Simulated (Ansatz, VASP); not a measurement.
Given: the input of a run of Ansatz 0.2.0 on GaN.

File input.yaml:

```yaml
crystal:
  lattice:
    - [0.0, 2.2535006075, 2.2535006075]
    - [2.2535006075, 0.0, 2.2535006075]
    - [2.2535006075, 2.2535006075, 0.0]
  atoms:
    - { symbol: Ga, position: [0.0, 0.0, 0.0] }
    - { symbol: "N", position: [0.25, 0.25, 0.25] }
hamiltonian:
  xc: rpbe
  pseudopotentials: { kind: paw }
kpoints:
  mp_grid: { grid: [10, 10, 10] }
scf:
  occupations: { method: gaussian, width: 0.05 }
output:
  forces: true
  stress: true
  eigenvalues: true
```

Potentials or basis: Ansatz PAW.

Command:

```sh
$ ansatz run input.yaml --threads 2 --pin off --max-ram 5632MiB --backend cpu --events-out ev --progress --plain --runs-dir out
```

Task: Set up the same calculation for VASP 6.6.1. Potentials there: VASP PAW PBE potentials, release 64 (Ga_d, N).

Result: As run (the cutoff follows the program's own potentials):

File INCAR:

```
PREC     = Accurate       # precision mode
ENCUT    = 520            # plane-wave cutoff, eV
EDIFF    = 1E-6           # SCF threshold, eV
ISMEAR   = 0              # smearing method
SIGMA    = 0.05           # smearing width, eV
LREAL    = F              # projectors in reciprocal space
LASPH    = T              # aspherical terms in the spheres
NELM     = 100            # most SCF steps
ALGO     = Normal         # electronic algorithm
ISIF     = 2              # what is computed and relaxed
LWAVE    = F              # write WAVECAR
LCHARG   = F              # write CHGCAR
GGA      = RP             # functional
NBANDS   = 16             # bands
```

KPOINTS

```
Automatic mesh
0
Gamma
  10 10 10
```

File POSCAR:

```
GaN
1.0
    0.0000000000      2.2535006075      2.2535006075
    2.2535006075      0.0000000000      2.2535006075
    2.2535006075      2.2535006075      0.0000000000
Ga N
1 1
Direct
    0.0000000000      0.0000000000      0.0000000000
    0.2500000000      0.2500000000      0.2500000000
```

Potentials or basis: VASP PAW PBE potentials, release 64 (Ga_d, N).

Command:

```console
$ cat potpaw_PBE.64/Ga_d/POTCAR potpaw_PBE.64/N/POTCAR > POTCAR
$ mpirun -np 1 vasp_std > vasp.out
```

Both were run:

|  | VASP | Ansatz | Ansatz less VASP |
| --- | --- | --- | --- |
| gap on the k mesh at the Fermi level (eV) | 1.78 | 1.75 | -0.022 |
| least direct gap on the mesh (eV) | 1.78 | 1.75 | -0.022 |
| pressure (GPa) | 9.0 | 9.2 | +0.21 |

Caveats: the PAW data sets were made with another functional, which shifts forces and pressure a little (VASP); the pressure holds a Pulay correction of +0.5 GPa for the finite cutoff (Ansatz); the PAW data sets come from PBE, with cores solved anew for the run's functional, which leaves a small shift of forces and pressure (Ansatz). Expect the measured gap to be larger: semilocal functionals such as RPBE lack the derivative discontinuity.
